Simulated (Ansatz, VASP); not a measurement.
**Fe in VASP and in Ansatz**

The input INCAR:

```
PREC = Accurate
ENCUT = 520
EDIFF = 1E-6
ISMEAR = 0
SIGMA = 0.05
LREAL = F
LASPH = T
NELM = 150
ALGO = Normal
ISIF = 2
LWAVE = F
LCHARG = F
ISPIN = 2
MAGMOM = 2.3
LORBIT = 11
LMAXMIX = 4
GGA = PS
NBANDS = 14
```

Contents of KPOINTS:

```
regular mesh
0
Gamma
  20 20 20
```

The input POSCAR:

```
Fe
1.0
   -1.3934411128      1.3934411128      1.3934411128
    1.3934411128     -1.3934411128      1.3934411128
    1.3934411128      1.3934411128     -1.3934411128
Fe
1
Direct
    0.0000000000      0.0000000000      0.0000000000
```

Input for Ansatz:

```yaml
crystal:
  lattice:
    - [-1.3934411128, 1.3934411128, 1.3934411128]
    - [1.3934411128, -1.3934411128, 1.3934411128]
    - [1.3934411128, 1.3934411128, -1.3934411128]
  atoms:
    - { symbol: Fe, position: [0.0, 0.0, 0.0], spin: 2.3 }
basis:
  ecutwfc: 420
  ecutrho_ratio: 4
kpoints:
  mp_grid: { grid: [20, 20, 20] }
hamiltonian:
  xc: pbesol
scf:
  occupations: { method: gaussian, width: 0.05 }
output:
  forces: true
  stress: true
  eigenvalues: true
  populations: true
magnetization:
  spin_polarized: true
```

Alike in both runs: task single point; functional PBEsol; k mesh 20 × 20 × 20; occupations gaussian, width 0.05 eV; collinear spin.

```csv
,VASP,Ansatz
version,VASP 6.6.1,Ansatz 0.2.0
potentials or method,"VASP PAW PBE potentials, release 64 (Fe)","scalar-relativistic, plane waves, PAW"
plane-wave cutoff (eV),520,420
valence electrons in the cell,8,16
```

VASP gave:

```
pressure (GPa)                                                : -0.6
net moment per atom (μB)                                      : 2.08
size of the moment on the site where the two differ most (μB) : 2.07
```

Task: Which values does Ansatz return?

Result: Pressure (GPa): -0.4; net moment per atom (μB): 2.08; size of the moment on the site where the two differ most (μB): 2.10.

Site moments also hang on the region over which each program counts them. The two sets of potentials don't hold the same shells in valence.

Caveats: the PAW data sets were made with another functional, which shifts forces and pressure a little (VASP).
